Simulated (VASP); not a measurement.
# I (C2/m) in VASP: a series of runs

The runs below take I through single point, with r2SCAN.

Program: VASP 6.6.1. These are calculated values, not measurements. Logs are shortened: lines on timing, memory, paths and dates and some standing lists are left out, and cuts for length are marked.

### Step 1. The structure

The structure is monoclinic, space group C2/m (No. 12). Conventional cell: a = 5.077 Å, b = 7.413 Å, c = 2.880 Å, α = 90.00°, β = 124.24°, γ = 90.00°. I (site symmetry 2/m) has 2 I at 2.88 Å as nearest neighbours.

### Step 2. Single point, r2SCAN

INCAR

```
PREC     = Accurate       # precision mode
ENCUT    = 400            # plane-wave cutoff, eV
EDIFF    = 1E-6           # SCF threshold, eV
ISMEAR   = 0              # smearing method
SIGMA    = 0.05           # smearing width, eV
LREAL    = F              # projectors in reciprocal space
LASPH    = T              # aspherical terms in the spheres
NELM     = 100            # most SCF steps
ALGO     = Normal         # electronic algorithm
ISIF     = 2              # what is computed and relaxed
LWAVE    = F              # write WAVECAR
LCHARG   = F              # write CHGCAR
METAGGA  = R2SCAN         # meta-GGA
LMIXTAU  = T            
NBANDS   = 10             # bands
ADDGRID  = F
```

KPOINTS

```
Automatic mesh
0
Gamma
  8 8 11
```

POSCAR

```
I
1.0
    2.5383465792     -3.7066249365      0.0000000000
    2.5383465792      3.7066249365      0.0000000000
   -1.6208748370      0.0000000000      2.3810977968
I
1
Direct
    0.5000000000      0.5000000000      0.5000000000
```

Potentials or basis: VASP PAW PBE potentials, release 64 (I).

The run is started by

```sh
$ cat potpaw_PBE.64/I/POTCAR > POTCAR
$ mpirun -np 1 vasp_std > vasp.out
```

OUTCAR:

```text
PREC = Accurate
   ENCUT = 400
   EDIFF = 1E-6
   ISMEAR = 0
   LREAL = F
   LASPH = T
   NELM = 100
   ISIF = 2
   METAGGA = R2SCAN

 Found    201 irreducible k-points:

 Following reciprocal coordinates:
            Coordinates               Weight
  0.000000  0.000000  0.000000      1.000000
  0.125000  0.000000  0.000000      4.000000
  0.250000  0.000000  0.000000      4.000000
  0.375000 -0.000000 -0.000000      4.000000
  0.500000  0.000000  0.000000      2.000000
  0.125000  0.125000  0.000000      2.000000
   k-points           NKPTS =    201   k-points in BZ     NKDIM =    201   number of bands    NBANDS=     10
   number of dos      NEDOS =    301   number of ions     NIONS =      1
   total plane-waves  NPLWV =  18000
   dimension x,y,z NGX =    30 NGY =   30 NGZ =   20
   dimension x,y,z NGXF=    60 NGYF=   60 NGZF=   40
   ions per type =               1
   NGX,Y,Z   is equivalent  to a cutoff of  11.10, 11.10, 11.54 a.u.
   NGXF,Y,Z  is equivalent  to a cutoff of  22.20, 22.20, 23.09 a.u.
 SYSTEM =  unknown system
   PREC   = accura    normal or accurate (medium, high low for compatibility)
   ISTART =      0    job   : 0-new  1-cont  2-samecut
   ICHARG =      2    charge: 1-file 2-atom 10-const
   ISPIN  =      1    spin polarized calculation?
   LNONCOLLINEAR =      F non collinear calculations
   LSORBIT =      F    spin-orbit coupling
   LASPH  =      T    aspherical Exc in radial PAW
   ENCUT  =  400.0 eV  29.40 Ry    5.42 a.u.   7.33  7.33  4.70*2*pi/ulx,y,z
   NELM   =    100;   NELMIN=  2; NELMDL= -5     # of ELM steps
   EDIFF  = 0.1E-05   stopping-criterion for ELM
[... 18 lines left out ...]
     AMIX     =   0.40;   BMIX     =  1.00
     AMIX_MAG =   1.60;   BMIX_MAG =  1.00
  volume/ion in A,a.u.               =      44.81       302.37
  Fermi-wavevector in a.u.,A,eV,Ry     =   0.881716  1.666201 10.577477  0.777423
  Thomas-Fermi vector in A             =   2.002249
   LORBIT       =      0    0 simple, 1 ext, 2 COOP (PROOUT), +10 PAW based schemes
   METAGGA = R2SCAN    functional components
[... 5 lines left out ...]
 non-spin polarized calculation
 Gauss-broadening in eV      SIGMA  =   0.05
  energy-cutoff  :      400.00
  volume of cell :       44.81
 maximum number of plane-waves:       828
 NGX is ok and might be reduce to    30
   NGX = 15   NGY = 15   NGZ =  9

 number of electron       7.0000000 magnetization

 Free energy of the ion-electron system (eV)
  ---------------------------------------------------
  ext. energy  EPLUGINS =         0.00000000
  ---------------------------------------------------
  free energy    TOTEN  =       -24.43433221 eV

  energy without entropy =      -24.43431336  energy(sigma->0) =      -24.43432279

 E-fermi :   1.9480     XC(G=0):  -8.1481

 val. band max:        1.8629499001   @ k =  -0.1250  -0.2500   0.3636
 cond. band min:       2.0338466633   @ k =   0.3750   0.2500   0.4545
 fundamental gap:      0.1708967633
 Fermi energy:         1.9479547396

 k-point     1 :       0.0000    0.0000    0.0000
  band No.  band energies     occupation
      1     -12.1989      2.00000
      2       0.2260      2.00000
      3       0.2573      2.00000
      4       6.1425      0.00000
      5       6.7318      0.00000
      6      10.2667      0.00000
      7      10.5744      0.00000
      8      13.2310      0.00000
      9      13.3376      0.00000
     10      18.7102      0.00000

 k-point     2 :       0.1250    0.0000    0.0000
  band No.  band energies     occupation
      1     -12.1579      2.00000
      2      -0.1462      2.00000
      3       0.1535      2.00000
      4       6.1449      0.00000
      5       7.2983      0.00000
      6       9.8700      0.00000
      7      10.7520      0.00000
      8      13.3375      0.00000
      9      14.4697      0.00000
     10      18.7965      0.00000

 k-point     3 :       0.2500    0.0000    0.0000
  band No.  band energies     occupation
      1     -12.0556      2.00000
      2      -0.9365      2.00000
      3      -0.0278      2.00000
      4       6.1507      0.00000
      5       7.9263      0.00000
      6       9.9171      0.00000
      7      11.8916      0.00000
      8      13.3430      0.00000
      9      16.9165      0.00000
     10      19.0046      0.00000

 k-point     4 :       0.3750   -0.0000   -0.0000
  band No.  band energies     occupation
      1     -11.9482      2.00000
      2      -1.5915      2.00000
      3      -0.1952      2.00000
      4       6.1568      0.00000
      5       7.6105      0.00000
      6      11.6101      0.00000
      7      13.3451      0.00000
      8      13.6176      0.00000
      9      18.4186      0.00000
     10      18.7602      0.00000

 k-point     5 :       0.5000    0.0000    0.0000
  band No.  band energies     occupation
      1     -11.9021      2.00000
      2      -1.8377      2.00000
      3      -0.2611      2.00000
      4       6.1594      0.00000
      5       7.4364      0.00000
      6      12.8686      0.00000
      7      13.2769      0.00000
      8      15.2229      0.00000
      9      16.6896      0.00000
     10      17.6799      0.00000

 k-point     6 :       0.1250    0.1250    0.0000
  band No.  band energies     occupation
      1     -12.0834      2.00000
      2      -0.7201      2.00000
      3      -0.0018      2.00000
      4       6.1728      0.00000
      5       8.1301      0.00000
      6       9.2835      0.00000
      7      11.6729      0.00000
      8      13.4378      0.00000
      9      16.2477      0.00000
     10      18.9966      0.00000

 [... further k-points ...]
[... 5 lines left out ...]
  --------------------------------------------------------------------------------------
  -------------------------------------------------------------------------------------
  Total        0.0937719      0.0465265      0.2067478      0.0000000      0.0000000     -0.1370883
  in kB        3.3530992      1.6636982      7.3928959      0.0000000      0.0000000     -4.9020105
  external PRESSURE =       4.1365645 kB  Pullay stress =       0.0000000 kB

 VOLUME and BASIS-vectors are now :
 -----------------------------------------------------------------------------
  energy-cutoff  :      400.00
  volume of cell :       44.81
      direct lattice vectors                 reciprocal lattice vectors
     2.538346579 -3.706624936  0.000000000     0.196978618 -0.134893605  0.134088438
     2.538346579  3.706624936  0.000000000     0.196978618  0.134893605  0.134088438
    -1.620874837  0.000000000  2.381097797     0.000000000  0.000000000  0.419974350

 POSITION                                       TOTAL-FORCE (eV/Angst)
 -----------------------------------------------------------------------------------
      1.72791      0.00000      1.19055         0.000000      0.000000      0.000000
 -----------------------------------------------------------------------------------
    total drift:                                0.000000      0.000000      0.000000

  FREE ENERGIE OF THE ION-ELECTRON SYSTEM (eV)
  ---------------------------------------------------
  free  energy   TOTEN  =       -24.4343322131 eV

  energy  without entropy=      -24.4343133645  energy(sigma->0) =      -24.43432279
```

Run time: 3.1 min. Hardware: 1 thread of Intel Xeon Platinum 8375C at 2.90GHz (Ice Lake), shared host; peak memory 0.19 GiB.

The run converged, but some of its settings lie outside the range that counts as converged, so its numbers aren't taken as properties of the crystal.

Results:

```yaml
Free_energy: -24.4343 eV
Pressure: 0.4 GPa
Band_gap_on_the_k_mesh: none (metal or under the smearing width)
```

Caveat: the PAW data sets were made with another functional, which shifts forces and pressure a little; an odd number of electrons without spin polarisation forces a metal; a magnetic or distorted state may lie lower.

### Step 3. Single point, r2SCAN

Edit INCAR of step 2 so:

```diff
@@ -1,3 +1,3 @@
 PREC     = Accurate       # precision mode
-ENCUT    = 400            # plane-wave cutoff, eV
+ENCUT    = 460            # plane-wave cutoff, eV
 EDIFF    = 1E-6           # SCF threshold, eV
```

KPOINTS is that of step 2.

POSCAR is that of step 2.

Potentials or basis: VASP PAW PBE potentials, release 64 (I).

The run is started by

```sh
$ cat potpaw_PBE.64/I/POTCAR > POTCAR
$ mpirun -np 1 vasp_std > vasp.out
```

Wall time 2.7 min (1 thread of Intel Xeon Platinum 8375C at 2.90GHz (Ice Lake), shared host); peak memory 0.21 GiB.

The run converged, but some of its settings lie outside the range that counts as converged, so its numbers aren't taken as properties of the crystal.

What came out:

```yaml
Free_energy: -24.4349 eV
Pressure: 0.4 GPa
Band_gap_on_the_k_mesh: none (metal or under the smearing width)
```

Caveat: the PAW data sets were made with another functional, which shifts forces and pressure a little; an odd number of electrons without spin polarisation forces a metal; a magnetic or distorted state may lie lower.

### Step 4. Single point, r2SCAN

Edit INCAR of step 3 so:

```diff
@@ -1,3 +1,3 @@
 PREC     = Accurate       # precision mode
-ENCUT    = 460            # plane-wave cutoff, eV
+ENCUT    = 520            # plane-wave cutoff, eV
 EDIFF    = 1E-6           # SCF threshold, eV
```

KPOINTS is that of step 3.

POSCAR is that of step 3.

Potentials or basis: VASP PAW PBE potentials, release 64 (I).

The run is started by

```sh
$ cat potpaw_PBE.64/I/POTCAR > POTCAR
$ mpirun -np 1 vasp_std > vasp.out
```

OUTCAR:

```text
PREC = Accurate
   ENCUT = 520
   EDIFF = 1E-6
   ISMEAR = 0
   LREAL = F
   LASPH = T
   NELM = 100
   ISIF = 2
   METAGGA = R2SCAN

 Found    201 irreducible k-points:

 Following reciprocal coordinates:
            Coordinates               Weight
  0.000000  0.000000  0.000000      1.000000
  0.125000  0.000000  0.000000      4.000000
  0.250000  0.000000  0.000000      4.000000
  0.375000 -0.000000 -0.000000      4.000000
  0.500000  0.000000  0.000000      2.000000
  0.125000  0.125000  0.000000      2.000000
   k-points           NKPTS =    201   k-points in BZ     NKDIM =    201   number of bands    NBANDS=     10
   number of dos      NEDOS =    301   number of ions     NIONS =      1
   total plane-waves  NPLWV =  31104
   dimension x,y,z NGX =    36 NGY =   36 NGZ =   24
   dimension x,y,z NGXF=    72 NGYF=   72 NGZF=   48
   ions per type =               1
   NGX,Y,Z   is equivalent  to a cutoff of  13.32, 13.32, 13.85 a.u.
   NGXF,Y,Z  is equivalent  to a cutoff of  26.64, 26.64, 27.70 a.u.
 SYSTEM =  unknown system
   PREC   = accura    normal or accurate (medium, high low for compatibility)
   ISTART =      0    job   : 0-new  1-cont  2-samecut
   ICHARG =      2    charge: 1-file 2-atom 10-const
   ISPIN  =      1    spin polarized calculation?
   LNONCOLLINEAR =      F non collinear calculations
   LSORBIT =      F    spin-orbit coupling
   LASPH  =      T    aspherical Exc in radial PAW
   ENCUT  =  520.0 eV  38.22 Ry    6.18 a.u.   8.35  8.35  5.36*2*pi/ulx,y,z
   NELM   =    100;   NELMIN=  2; NELMDL= -5     # of ELM steps
   EDIFF  = 0.1E-05   stopping-criterion for ELM
[... 18 lines left out ...]
     AMIX     =   0.40;   BMIX     =  1.00
     AMIX_MAG =   1.60;   BMIX_MAG =  1.00
  volume/ion in A,a.u.               =      44.81       302.37
  Fermi-wavevector in a.u.,A,eV,Ry     =   0.881716  1.666201 10.577477  0.777423
  Thomas-Fermi vector in A             =   2.002249
   LORBIT       =      0    0 simple, 1 ext, 2 COOP (PROOUT), +10 PAW based schemes
   METAGGA = R2SCAN    functional components
[... 5 lines left out ...]
 non-spin polarized calculation
 Gauss-broadening in eV      SIGMA  =   0.05
  energy-cutoff  :      520.00
  volume of cell :       44.81
 maximum number of plane-waves:      1224
 NGX is ok and might be reduce to    36
   NGX = 17   NGY = 17   NGZ = 11

 number of electron       7.0000000 magnetization

 Free energy of the ion-electron system (eV)
  ---------------------------------------------------
  ext. energy  EPLUGINS =         0.00000000
  ---------------------------------------------------
  free energy    TOTEN  =       -24.43553508 eV

  energy without entropy =      -24.43551626  energy(sigma->0) =      -24.43552567

 E-fermi :   1.9480     XC(G=0):  -8.1479

 val. band max:        1.8629586937   @ k =  -0.1250  -0.2500   0.3636
 cond. band min:       2.0339083228   @ k =   0.3750   0.2500   0.4545
 fundamental gap:      0.1709496291
 Fermi energy:         1.9479907979

 k-point     1 :       0.0000    0.0000    0.0000
  band No.  band energies     occupation
      1     -12.1993      2.00000
      2       0.2258      2.00000
      3       0.2573      2.00000
      4       6.1426      0.00000
      5       6.7321      0.00000
      6      10.2668      0.00000
      7      10.5747      0.00000
      8      13.2313      0.00000
      9      13.3372      0.00000
     10      18.6608      0.00000

 k-point     2 :       0.1250    0.0000    0.0000
  band No.  band energies     occupation
      1     -12.1583      2.00000
      2      -0.1462      2.00000
      3       0.1534      2.00000
      4       6.1449      0.00000
      5       7.2986      0.00000
      6       9.8702      0.00000
      7      10.7521      0.00000
      8      13.3371      0.00000
      9      14.4699      0.00000
     10      18.8612      0.00000

 k-point     3 :       0.2500    0.0000    0.0000
  band No.  band energies     occupation
      1     -12.0560      2.00000
      2      -0.9365      2.00000
      3      -0.0278      2.00000
      4       6.1508      0.00000
      5       7.9267      0.00000
      6       9.9173      0.00000
      7      11.8917      0.00000
      8      13.3427      0.00000
      9      16.9166      0.00000
     10      19.0074      0.00000

 k-point     4 :       0.3750   -0.0000   -0.0000
  band No.  band energies     occupation
      1     -11.9486      2.00000
      2      -1.5915      2.00000
      3      -0.1953      2.00000
      4       6.1569      0.00000
      5       7.6109      0.00000
      6      11.6103      0.00000
      7      13.3449      0.00000
      8      13.6175      0.00000
      9      18.4185      0.00000
     10      18.7608      0.00000

 k-point     5 :       0.5000    0.0000    0.0000
  band No.  band energies     occupation
      1     -11.9025      2.00000
      2      -1.8376      2.00000
      3      -0.2612      2.00000
      4       6.1595      0.00000
      5       7.4368      0.00000
      6      12.8682      0.00000
      7      13.2773      0.00000
      8      15.2224      0.00000
      9      16.6900      0.00000
     10      17.6796      0.00000

 k-point     6 :       0.1250    0.1250    0.0000
  band No.  band energies     occupation
      1     -12.0838      2.00000
      2      -0.7201      2.00000
      3      -0.0019      2.00000
      4       6.1728      0.00000
      5       8.1304      0.00000
      6       9.2838      0.00000
      7      11.6729      0.00000
      8      13.4374      0.00000
      9      16.2478      0.00000
     10      18.9964      0.00000

 [... further k-points ...]
[... 5 lines left out ...]
  --------------------------------------------------------------------------------------
  -------------------------------------------------------------------------------------
  Total        0.0941448      0.0471798      0.2069628      0.0000000      0.0000000     -0.1368763
  in kB        3.3664341      1.6870574      7.4005839      0.0000000      0.0000000     -4.8944284
  external PRESSURE =       4.1513585 kB  Pullay stress =       0.0000000 kB

 VOLUME and BASIS-vectors are now :
 -----------------------------------------------------------------------------
  energy-cutoff  :      520.00
  volume of cell :       44.81
      direct lattice vectors                 reciprocal lattice vectors
     2.538346579 -3.706624936  0.000000000     0.196978618 -0.134893605  0.134088438
     2.538346579  3.706624936  0.000000000     0.196978618  0.134893605  0.134088438
    -1.620874837  0.000000000  2.381097797     0.000000000  0.000000000  0.419974350

 POSITION                                       TOTAL-FORCE (eV/Angst)
 -----------------------------------------------------------------------------------
      1.72791      0.00000      1.19055         0.000000      0.000000      0.000000
 -----------------------------------------------------------------------------------
    total drift:                                0.000000      0.000000      0.000000

  FREE ENERGIE OF THE ION-ELECTRON SYSTEM (eV)
  ---------------------------------------------------
  free  energy   TOTEN  =       -24.4355350807 eV

  energy  without entropy=      -24.4355162647  energy(sigma->0) =      -24.43552567
```

It took 3.5 min on 1 thread of Intel Xeon Platinum 8375C at 2.90GHz (Ice Lake), shared host; peak memory 0.23 GiB.

The run converged, but some of its settings lie outside the range that counts as converged, so its numbers aren't taken as properties of the crystal.

Results:

* Free energy: -24.4355 eV
* Pressure: 0.4 GPa
* Band gap on the k mesh: none (metal or under the smearing width)

Caveat: the PAW data sets were made with another functional, which shifts forces and pressure a little; an odd number of electrons without spin polarisation forces a metal; a magnetic or distorted state may lie lower.

### Step 5. Single point, r2SCAN

Edit INCAR of step 4 so:

```diff
@@ -1,3 +1,3 @@
 PREC     = Accurate       # precision mode
-ENCUT    = 520            # plane-wave cutoff, eV
+ENCUT    = 400            # plane-wave cutoff, eV
 EDIFF    = 1E-6           # SCF threshold, eV
```

KPOINTS

```
Automatic mesh
0
Gamma
  9 9 14
```

POSCAR is that of step 4.

The run is started by

```sh
$ cat potpaw_PBE.64/I/POTCAR > POTCAR
$ mpirun -np 1 vasp_std > vasp.out
```

Wall time 5.4 min (1 thread of Intel Xeon Platinum 8375C at 2.90GHz (Ice Lake), shared host); peak memory 0.22 GiB.

These settings aren't checked as converged: the numbers below hold their error.

Results:

```
Free energy            : -24.4133 eV
Pressure               : 1.3 GPa
Band gap on the k mesh : none (metal or under the smearing width)
```

Caveat: the PAW data sets were made with another functional, which shifts forces and pressure a little; an odd number of electrons without spin polarisation forces a metal; a magnetic or distorted state may lie lower.

### Step 6. Single point, r2SCAN

Edit INCAR of step 5 so:

```diff
@@ -1,3 +1,3 @@
 PREC     = Accurate       # precision mode
-ENCUT    = 400            # plane-wave cutoff, eV
+ENCUT    = 460            # plane-wave cutoff, eV
 EDIFF    = 1E-6           # SCF threshold, eV
```

KPOINTS is that of step 5.

POSCAR is that of step 5.

Potentials or basis: VASP PAW PBE potentials, release 64 (I).

The run is started by

```sh
$ cat potpaw_PBE.64/I/POTCAR > POTCAR
$ mpirun -np 1 vasp_std > vasp.out
```

Run time: 4 min. Hardware: 1 thread of Intel Xeon Platinum 8375C at 2.90GHz (Ice Lake), shared host; peak memory 0.24 GiB.

The run converged, but some of its settings lie outside the range that counts as converged, so its numbers aren't taken as properties of the crystal.

What came out:

| Item | Value |
| --- | --- |
| Free energy | -24.4139 eV |
| Pressure | 1.3 GPa |
| Band gap on the k mesh | none (metal or under the smearing width) |

Caveat: the PAW data sets were made with another functional, which shifts forces and pressure a little; an odd number of electrons without spin polarisation forces a metal; a magnetic or distorted state may lie lower.

### Step 7. For comparison

An earlier run on the cell as given: functional PBE; potentials or basis VASP PAW PBE potentials, release 64 (I); cutoff 520 eV; k mesh 7 × 7 × 11; occupations fermi-dirac, width 0.05 eV; no spin polarisation.

* Pressure: 1.1 GPa
* Band gap on the k mesh: none (metal or under the smearing width)
